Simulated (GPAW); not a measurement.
Crystal: CuO.

```
CELL_PARAMETERS angstrom
3.42205 0.00000 0.00000
0.00000 3.42205 0.00000
0.00000 0.00000 4.26046
ATOMIC_POSITIONS crystal
Cu 0.00000 0.50000 0.00000
Cu 0.50000 0.00000 0.50000
O 0.00000 0.00000 0.25000
O 0.00000 0.00000 0.75000
```

Measurements of this composition are mostly on another form, of space group No. 15.

* Program: GPAW 26.7.0
* Task: relaxation of cell and atoms
* Functional: revPBE
* Dispersion: D4
* Potentials or basis: the program's PAW data sets (release 1.2.1) made for this functional
* Cutoff: 800 eV
* Basis: pw
* k mesh: 6 × 6 × 5
* Occupations: fermi-dirac, width 0.05 eV
* Spin: no spin polarisation

At the start: pressure -4.1 GPa; volume 12.47 Å³/atom.

Problem. How do energy, volume and symmetry change on relaxing?

Solution. Over 9 steps the energy falls by 399.4 meV/atom and the volume is 11.02 Å³/atom (-11.7 %); space group P4_2/mmc (No. 131, to 0.05 Å).

Step by step:
```tsv
step	energy change (eV)	largest force (eV/Å)	pressure (GPa)	volume (Å³)
1	0.0000	0.0000	-4.09	49.89
2	-0.0779	0.0000	-4.05	49.72
3	-0.7335	0.0001	-3.51	48.21
4	-1.2355	0.0001	-2.50	46.75
5	-1.5229	0.0001	-1.19	45.33
6	-1.5978	0.0001	-0.20	44.17
7	-1.5977	0.0000	-0.13	44.09
8	-1.5977	0.0000	-0.11	44.08
9	-1.5977	0.0000	-0.06	44.06
```

Final structure:
```xyz
4
Lattice="2.9089 0.0000 0.0000 0.0000 2.9089 0.0000 0.0000 0.0000 5.2070" Properties=species:S:1:pos:R:3 pbc="T T T"
Cu    0.0000    1.4545    0.0000
Cu    1.4544    0.0000    2.6035
O     0.0000    0.0000    1.3018
O     0.0000    0.0000    3.9053
```

Caveat: with this Cu data set, volumes or pressures lay over 1.5 % or 2 GPa off other programs in two to four cells of ten; later steps reuse the first step's grids; the run has no spin polarisation, though such a crystal can be magnetic; pairwise dispersion overbinds metals, which lowers pressure and volume.
